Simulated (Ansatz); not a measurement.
Frontier orbitals of C5H11N, SMILES `C1CCNCC1`.

Charge 0, multiplicity 1. All single points use the PBE0-D4/def2-TZVP geometry. Basis def2-TZVPP, the Gaussian-basis code of Ansatz.

(1) Compute the vertical ionisation energy as the energy of the cation minus that of the neutral molecule, at each level. (Estimate.)

Answers

(1) Computed: 
```tsv
level	IE (eV)	difference from CCSD(T)/CBS(def2)
PBE-D4/def2-TZVPP	8.11	-0.48
r2SCAN-D4/def2-TZVPP	8.10	-0.49
PBE0-D4/def2-TZVPP	8.27	-0.32
B3LYP-D4/def2-TZVPP	8.36	-0.23
ωB97X-V/def2-TZVPP	8.42	-0.17
ωB97M-V/def2-TZVPP	8.43	-0.16
B2PLYP/def2-TZVPP	8.34	-0.25
HF/def2-TZVPP	7.28	-1.31
MP2/def2-TZVPP	8.70	0.11
CCSD/def2-TZVPP	8.41	-0.18
CCSD(T)/def2-TZVPP	8.44	-0.15
HF/def2-QZVPP	7.29	-1.30
MP2/def2-QZVPP	8.78	0.20
HF/CBS(def2)	7.30	-1.29
MP2/CBS(def2)	8.84	0.26
CCSD/CBS(def2)	8.56	-0.03
CCSD(T)/CBS(def2)	8.59	0.00
```

B3LYP here is the variant with VWN-RPA as its local correlation; programs differ in this.
